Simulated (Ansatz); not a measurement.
**(110) slab of diamond, 13.8 Å thick as cut, ended by H**

Ansatz, PAW, plane waves, no spin–orbit coupling unless named; atoms relaxed with PBEsol, the curve by HSE06. The curve holds the local part of the PAW potentials, so its shape inside matter depends on the files.

```
CELL_PARAMETERS angstrom
1.77690 -1.77690 0.00000
0.00000 0.00000 3.55380
-20.73311 -20.73311 0.00000
ATOMIC_POSITIONS crystal
C 0.99607 0.99967 0.60722
C 0.99608 0.99940 0.43581
C 0.99606 0.99399 0.26524
C 0.99607 0.25510 0.73493
C 0.99607 0.24964 0.56437
C 0.99603 0.24940 0.39296
C 0.99610 0.99899 0.69300
C 0.99609 0.99953 0.52151
C 0.99605 0.99947 0.35012
C 0.99608 0.24958 0.65006
C 0.99603 0.24951 0.47867
C 0.99603 0.25007 0.30717
C 0.49607 0.49453 0.73493
C 0.49606 0.49961 0.56436
C 0.49604 0.49938 0.39296
C 0.49610 0.75057 0.69300
C 0.49607 0.74957 0.52151
C 0.49605 0.74918 0.35012
C 0.49607 0.49987 0.65006
C 0.49604 0.49948 0.47867
C 0.49602 0.49850 0.30718
C 0.49607 0.74969 0.60721
C 0.49606 0.74943 0.43582
C 0.49606 0.75455 0.26525
H 0.99606 0.16482 0.23379
H 0.99608 0.08416 0.76637
H 0.49611 0.66547 0.76637
H 0.49603 0.58348 0.23383
```

Planar mean of the electrostatic potential energy along the normal, from the vacuum level:

| z (Å) | v (eV) |
| --- | --- |
| 0.00 | 0.00 |
| 0.29 | 0.00 |
| 0.73 | 0.00 |
| 1.03 | 0.00 |
| 1.32 | 0.00 |
| 1.76 | 0.00 |
| 2.05 | 0.00 |
| 2.35 | 0.00 |
| 2.79 | 0.00 |
| 3.08 | 0.00 |
| 3.37 | 0.00 |
| 3.67 | 0.00 |
| 4.10 | 0.00 |
| 4.40 | 0.00 |
| 4.69 | -0.01 |
| 5.13 | -0.02 |
| 5.42 | -0.05 |
| 5.72 | -0.15 |
| 6.16 | -0.71 |
| 6.45 | -1.96 |
| 6.74 | -5.69 |
| 7.18 | -6.92 |
| 7.48 | -13.84 |
| 7.77 | -18.94 |
| 8.21 | -11.39 |
| 8.50 | -10.09 |
| 8.80 | -16.88 |
| 9.09 | -18.93 |
| 9.53 | -9.49 |
| 9.82 | -11.06 |
| 10.12 | -17.98 |
| 10.56 | -14.92 |
| 10.85 | -8.80 |
| 11.14 | -12.62 |
| 11.58 | -19.11 |
| 11.88 | -13.31 |
| 12.17 | -8.65 |
| 12.61 | -17.62 |
| 12.90 | -18.42 |
| 13.19 | -11.73 |
| 13.63 | -12.11 |
| 13.93 | -18.63 |
| 14.22 | -17.32 |
| 14.66 | -8.63 |
| 14.95 | -13.71 |
| 15.25 | -19.21 |
| 15.54 | -15.93 |
| 15.98 | -8.93 |
| 16.27 | -15.31 |
| 16.57 | -19.31 |
| 17.01 | -10.75 |
| 17.30 | -9.82 |
| 17.59 | -16.78 |
| 18.03 | -16.41 |
| 18.33 | -9.54 |
| 18.62 | -11.13 |
| 19.06 | -19.32 |
| 19.35 | -14.86 |
| 19.65 | -8.74 |
| 20.08 | -16.27 |
| 20.38 | -19.16 |
| 20.67 | -13.48 |
| 20.96 | -9.15 |
| 21.40 | -17.82 |
| 21.70 | -17.44 |
| 21.99 | -9.81 |
| 22.43 | -6.65 |
| 22.72 | -3.82 |
| 23.02 | -1.16 |
| 23.46 | -0.26 |
| 23.75 | -0.10 |
| 24.04 | -0.04 |
| 24.48 | -0.01 |
| 24.78 | 0.00 |
| 25.07 | 0.00 |
| 25.51 | 0.00 |
| 25.80 | 0.00 |
| 26.10 | 0.00 |
| 26.39 | 0.00 |
| 26.83 | 0.00 |
| 27.12 | 0.00 |
| 27.42 | 0.00 |
| 27.85 | 0.00 |
| 28.15 | 0.00 |
| 28.44 | 0.00 |
| 28.88 | 0.00 |
| 29.17 | 0.00 |

(1) How far below the vacuum level do the top filled and the lowest empty level lie, by each functional?

Results:

(1) PBEsol: 2.97 and 0.94 eV (gap 2.04 eV, a 6×4×1 mesh); HSE06: 3.52 and 0.75 eV (gap 2.78 eV, a 4×3×1 mesh). Either level can be a surface state and not a band edge of the crystal.
